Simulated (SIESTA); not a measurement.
Runs of SIESTA 5.4.2 on SnO. The structure is tetragonal, space group P4/nmm (No. 129). The conventional cell has a = 3.814 Å, b = 3.814 Å, c = 4.887 Å, α = 90.00°, β = 90.00°, γ = 90.00°. Sn (site symmetry 4mm) has 4 O at 2.23 Å as nearest neighbours. O (site symmetry -4m2) has 4 Sn at 2.23 Å as nearest neighbours. The cell is a database's computed one.

```csv
task,level,potentials or basis,k mesh,broadening (eV),window to (eV),polarisation,direction,optical mesh offset,energy shift,gap on the mesh (eV),pressure (GPa),V0 of scaled cells (Å³/atom),B0 (GPa),largest force (eV/Å)
equation of state,LDA,"PseudoDojo 0.4 standard (LDA files), DZP (energy shift 0.003 Ry; two zetas on semicore shells)",7 × 7 × 6,-,-,-,-,-,0.003 Ry,-,-,17.69,(a),-
equation of state,PBEsol,"PseudoDojo 0.4 standard (PBEsol files), DZP (energy shift 0.003 Ry; two zetas on semicore shells)",7 × 7 × 6,-,-,-,-,-,0.003 Ry,-,-,(b),95,-
band structure,LDA,"PseudoDojo 0.4 standard (LDA files), DZP (energy shift 0.003 Ry; two zetas on semicore shells)",7 × 7 × 6,-,-,-,-,-,0.003 Ry,0.45,(c),-,-,0.31
equation of state,LDA,"PseudoDojo 0.4 standard (LDA files), DZP (energy shift 0.002 Ry)",7 × 7 × 6,-,-,-,-,-,0.002 Ry,-,-,17.73,100,-
band structure,PBEsol,"PseudoDojo 0.4 standard (PBEsol files), DZP (energy shift 0.003 Ry; two zetas on semicore shells)",7 × 7 × 6,-,-,-,-,-,0.003 Ry,0.36,2.5,-,-,0.64
band structure,PBE,"PseudoDojo 0.4 standard (PBE files), DZP (energy shift 0.01 Ry)",7 × 7 × 6,-,-,-,-,-,0.01 Ry,0.38,5.2,-,-,0.80
band structure,vdW-DF-cx,"PseudoDojo 0.4 standard (PBE files), DZP (energy shift 0.003 Ry; two zetas on semicore shells)",7 × 7 × 6,-,-,-,-,-,0.003 Ry,0.41,3.9,-,-,0.85
optical spectrum,PBE,"PseudoDojo 0.4 standard (PBE files), DZP (energy shift 0.002 Ry)",5 × 5 × 4,0.1 eV,30 eV,polarized,1.0 0.0 0.0,true,0.002 Ry,0.60,(d),-,-,1.00
```

Alike in all rows: no spin polarisation; cell as given; smearing fermi-dirac 0.05 eV; grid cutoff 800 Ry.

Question: Estimate the missing entries.

Answer: (a) 102; (b) 18.21; (c) -0.5; (d) 6.9.

Caveats: the basis of atomic orbitals isn't converged, which shifts pressures, moduli and gaps; spin-orbit coupling is left out, which moves the levels of the heavy elements (some runs); the mesh misses the band edges, which the band path finds closer together (some runs); the cell was scaled at fixed shape and fractional positions, which overstates the stiffness of a crystal with free parameters, most of all of layers and chains (some runs); semicore shells carry a single zeta, which can move pressures by several GPa and volumes by a few percent (some runs); the potentials were made for another functional, which shifts forces and pressure (some runs); the basis holds too few empty states to meet the f-sum rule, so the spectrum is short of weight at high energy (some runs).

A k mesh can miss the band edges, and the runs leave out spin-orbit coupling on Sn.

Not every run made on this cell is shown here.
